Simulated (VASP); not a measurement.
# La: single point with PBEsol

The system is La.

```xyz
1
Lattice="-2.1238 2.1238 2.1238 2.1238 -2.1238 2.1238 2.1238 2.1238 -2.1238" Properties=species:S:1:pos:R:3 pbc="T T T"
La    0.0000    0.0000    0.0000
```

This isn't the form of La at room conditions, which is double hcp.

```json
{"Program": "VASP 6.6.1", "Task": "single point", "Functional": "PBEsol", "Potentials or basis": "VASP PAW PBE potentials, release 64 (La_GW)", "Cutoff": "550 eV", "k mesh": "9 × 9 × 9", "Occupations": "gaussian, width 0.05 eV", "Spin": "no spin polarisation", "Further INCAR settings": "ALGO = Fast; EDIFF = 1e-06; NBANDS = 12"}
```

- Pressure: -2.7 GPa
- Band gap on the k mesh: none (metal or under the smearing width)

Levels at points of the mesh, in eV from the Fermi level:
| k point | band 3 | band 4 | band 5 | band 6 | band 7 | band 8 |
| --- | --- | --- | --- | --- | --- | --- |
| (0.00, 0.00, 0.00) | -15.89 | -15.89 | -3.24 | 1.43 | 1.43 | 1.46 |

It took 20 s on 1 thread of AMD EPYC 9R45 96-Core Processor (Zen 5), with other jobs on the host, peak memory 0.14 GiB.

Caveat: the PAW data sets were made with another functional, which shifts forces and pressure a little. The run has no spin-orbit coupling, so splittings on La are missing.
